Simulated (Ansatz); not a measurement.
Set up this calculation in Ansatz 0.2.0, as the native input.

```
Task                                : band structure
Functional                          : LDA
Potentials or basis                 : Ansatz PAW
Cutoff                              : 420 eV (not typed: the program's choice for these potentials)
k mesh                              : 8 × 8 × 7
Occupations                         : fermi-dirac, width 0.05 eV
Spin                                : spin-orbit coupling, no magnetisation
Path                                : [["G", "X", "S", "R", "A", "Z", "G", "Y", "X1", "A1", "T", "Y"], ["Z", "T"]]
Points for each segment of the path : 14
```

Ge:

```
CELL_PARAMETERS angstrom
1.39715 -2.60052 0.00000
1.39715 2.60052 0.00000
0.00000 0.00000 2.69823
ATOMIC_POSITIONS crystal
Ge 0.50000 0.50000 0.00000
```

This isn't the form of Ge at room conditions, which is diamond.

The input as run:

input.yaml

```yaml
crystal:
  lattice:
    - [1.397149, -2.600516, 0.0]
    - [1.397149, 2.600516, 0.0]
    - [0.0, 0.0, 2.698231]
  atoms:
    - { symbol: Ge, position: [0.5, 0.5, 0.0] }
hamiltonian:
  xc: lda
  pseudopotentials: { kind: paw_fr }
magnetization:
  noncollinear: true
  spin_orbit: true
kpoints:
  mp_grid: { grid: [8, 8, 7] }
  band_path:
    path:
      - [[0.0, 0.0, 0.0], [0.3221616403, 0.3221616403, 0.0], [0.0, 0.5, 0.0], [0.0, 0.5, 0.5], [0.3221616403, 0.3221616403, 0.5], [0.0, 0.0, 0.5], [0.0, 0.0, 0.0], [-0.5, 0.5, 0.0], [-0.3221616403, 0.6778383597, 0.0], [-0.3221616403, 0.6778383597, 0.5], [-0.5, 0.5, 0.5], [-0.5, 0.5, 0.0]]
      - [[0.0, 0.0, 0.5], [-0.5, 0.5, 0.5]]
    npoints: 14
scf:
  occupations: { method: fermi_dirac, width: 0.05 }
  n_extra_bands: 6
output:
  forces: true
  stress: true
  eigenvalues: true
  fatbands: false
```

Potentials or basis: Ansatz PAW.

Command:

```console
$ ansatz run input.yaml --threads 2 --pin off --max-ram 5632MiB --backend cpu --events-out ev --progress --plain --runs-dir out
```

It gave:

The pressure is -5.7 GPa and the band gap on the k mesh is none (metal or under the smearing width).

Caveat: the PAW data sets come from PBE, with cores solved anew for the run's functional, which leaves a small shift of forces and pressure.

It took 11 s on 2 threads of Arm Neoverse N1 (shared host), peak memory 0.42 GiB.
